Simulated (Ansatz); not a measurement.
**Calculated electric field gradients for SnS**

The cell is a structure deposited in the COD whose atoms were relaxed with PBE, the cell held.

Space group Pnma (No. 62); a = 11.2000, b = 3.9870, c = 4.3340 Å.

```
site  Wyckoff  site symmetry       x       y       z
  Sn       4c            .m.  0.1191  0.2500  0.1173
   S       4c            .m.  0.8528  0.2500  0.4766
```

One atom of each set is listed.

Method: Kohn–Sham DFT in Ansatz, PBE, plane waves and PAW (field gradients read without the response of the frozen cores, which leaves them typically 4 to 6 % off), scalar-relativistic, 420 eV cutoff, Γ-centred 3×7×7 k-points, Fermi–Dirac smearing 0.02 eV.

V_zz is the principal component of the electric field gradient with the largest magnitude, η = (V_xx − V_yy)/V_zz and C_Q = eQV_zz/h.

³³S: I = 3/2, Q = -69.40 mb. Quadrupole moments are those of Pyykkö's year-2017 table.

**Question.** Which values are expected at the nuclei?

**Answer.** 

| site | atoms | first shell | V_zz (10²¹ V/m²) | η | C_Q (MHz) |
| --- | --- | --- | --- | --- | --- |
| Sn | 4 | 3 S at 2.65–2.68 Å; also 2 S at 3.27 Å | -10.48 | 0.34 | – |
| S | 4 | 3 Sn at 2.65–2.68 Å; also 2 Sn at 3.27 Å | -3.03 | 0.00 | 5.09 |

Sn has no stable isotope with a ground-state quadrupole moment in the table, so no C_Q is given.

Without spin–orbit coupling (the program notes it for Sn) the gradients can shift somewhat, as the gap is small.

The relaxation (4 steps) took 32 s of wall time (32 s of CPU time) and 0.59 GiB at its peak, on 1 thread of Intel Xeon 6975P-C (Granite Rapids) (x86_64; 8 cores open to the job, memory cap 3.0 GiB, no GPU), a shared host with a load of 0.6 a core.
